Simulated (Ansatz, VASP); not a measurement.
Two plane-wave programs on TiB2

File INCAR:

```
  PREC = Accurate
  ENCUT = 600
  EDIFF = 1E-6
  ISMEAR = 0
  SIGMA = 0.1
  LREAL = False
  LASPH = True
  NELM = 60
  ALGO = Normal
  ISIF = 3
  LWAVE = False
  LCHARG = False
  GGA = PE
  IBRION = 2
  NSW = 100
  EDIFFG = -0.01
```

KPOINTS

```
Automatic mesh
0
Gamma
  12 12 12
```

File POSCAR:

```
TiB2
1.0
    3.0347063243      0.0000000000      0.0000000000
   -1.5173531621      2.6281327698      0.0000000000
    0.0000000000      0.0000000000      3.2234234248
Ti B
1 2
Direct
    0.0000000000      0.0000000000      0.0000000000
    0.3333333333      0.6666666667      0.5000000000
    0.6666666667      0.3333333333      0.5000000000
```

Input for Ansatz:

```yaml
crystal:
  lattice:
    - [3.0347063243, 0.0, 0.0]
    - [-1.5173531621, 2.6281327698, 0.0]
    - [0.0, 0.0, 3.2234234248]
  atoms:
    - { symbol: Ti, position: [0.0, 0.0, 0.0] }
    - { symbol: B, position: [0.3333333333, 0.6666666667, 0.5] }
    - { symbol: B, position: [0.6666666667, 0.3333333333, 0.5] }
basis:
  ecutwfc: 420
kpoints:
  mp_grid: { grid: [12, 12, 12] }
hamiltonian:
  xc: pbe
scf:
  occupations: { method: gaussian, width: 0.1 }
output:
  forces: true
  stress: true
  eigenvalues: true
relax:
  adjacent_minimum: "off"
  f_tol: 0.01
  max_steps: 80
  cell: { stress_tol: 0.05 }
```

Change from the starting cell: species swapped into the NbB2 type (P6/mmm, No. 191).

Alike in both runs: task relaxation of cell and atoms; functional PBE; k mesh 12 × 12 × 12; occupations gaussian, width 0.1 eV; no spin polarisation.

|  | VASP | Ansatz |
| --- | --- | --- |
| version | VASP 6.6.1 | Ansatz 0.2.0 |
| potentials or method | VASP PAW PBE potentials, release 64 (Ti_sv, B) | scalar-relativistic, plane waves, PAW |
| plane-wave cutoff (eV) | 600 | 420 |
| valence electrons in the cell | 18 | 18 |

```tsv
	VASP	Ansatz	Ansatz less VASP
gap on the k mesh at the Fermi level, each at its own relaxed structure (eV)	none	none	-
relaxed volume (Å³/atom)	8.56	8.56	-0.007
relaxed cell length with the largest relative difference (Å)	3.226	3.224	-0.0014
```

A gap of «none» marks a metal or a gap that the smearing closes.
